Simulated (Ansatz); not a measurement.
Equation of state of TiPbO3 from a dense series

```
CELL_PARAMETERS angstrom
3.89920 0.00000 0.00000
0.00000 3.89920 0.00000
0.00000 0.00000 4.14990
ATOMIC_POSITIONS crystal
Ti 0.50000 0.50000 0.53820
Pb 0.00000 0.00000 0.00000
O 0.50000 0.50000 0.11300
O 0.50000 0.00000 0.61500
O 0.00000 0.50000 0.61500
```

Atom numbers follow the list: Ti1, Pb2, O3, O4, O5.

The geometry is COD entry 2107521, unchecked; take it as a test cell.

Spin–orbit coupling is left out, though it moves levels of the heavy atoms by tenths of an eV or more.

All numbers below come from DFT, PBE, all-electron LAPW, scalar-relativistic (Ansatz 0.2.0).

Settings: a Γ-centred 9×9×8 k mesh, Fermi–Dirac smearing of 0.03 eV, basis error target 0.5 meV/atom, no spin polarisation.

The cell is scaled evenly. Fractional coordinates are held (clamped ions).

| V (Å³/atom) | P (GPa) |
| --- | --- |
| 11.862 | 18.12 |
| 12.114 | 13.37 |
| 12.366 | 9.09 |
| 12.493 | 7.11 |
| 12.619 | 5.24 |
| 12.745 | 3.46 |
| 12.871 | 1.77 |
| 13.124 | -1.36 |

Fit a third-order Birch–Murnaghan curve to the pressures.

P = (3B0/2)(y^(7/2) − y^(5/2))[1 + (3/4)(B0′ − 4)(y − 1)] with y = (V0/V)^(2/3) fits within 0.01 GPa for V0 = 13.011 Å³/atom, B0 = 160.3 GPa and B0′ = 4.34.

Predict the pressure at the withheld volume, 13.376 Å³/atom.

There y = 0.9817, so the fit gives -4.18 GPa; the run gave -4.17 GPa.
